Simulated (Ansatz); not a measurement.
**SiNi3 in Ansatz: the effect of functional**

SiNi3:

```
CELL_PARAMETERS angstrom
3.61147 0.00000 0.00000
0.00000 3.61147 0.00000
0.00000 0.00000 3.61147
ATOMIC_POSITIONS crystal
Ni 0.50000 0.50000 0.00000
Ni 0.50000 0.00000 0.50000
Ni 0.00000 0.50000 0.50000
Si 0.00000 0.00000 0.00000
```

The cell isn't the ideal one: volume scaled by 1.06.

Alike in all runs:

- Program: Ansatz 0.2.0
- Task: single point
- Potentials or basis: Ansatz PAW
- k mesh: 8 × 8 × 8
- Occupations: fermi-dirac, width 0.05 eV
- Spin: collinear spin, ferromagnetic start
- Starting moments: [1.0, 1.0, 1.0, 0.0] μB

```tsv
functional	cutoff	pressure (GPa)	moment (μB)
LDA	420 eV (not typed: the program's choice for these potentials)	-28.0	0.00
PBEsol	420 eV (not typed: the program's choice for these potentials)	?	?
r2SCAN	500 eV (not typed: the program's choice for these potentials)	-22.1	0.19
```

Q: What does the run with functional PBEsol give?

A: Pressure -22.7 GPa; moment 0.00 μB.

Caveats: the PAW data sets come from PBE, with cores solved anew for the run's functional, which leaves a small shift of forces and pressure; the starting moments weren't kept; the magnetic or orbital state may not be the lowest (some runs).
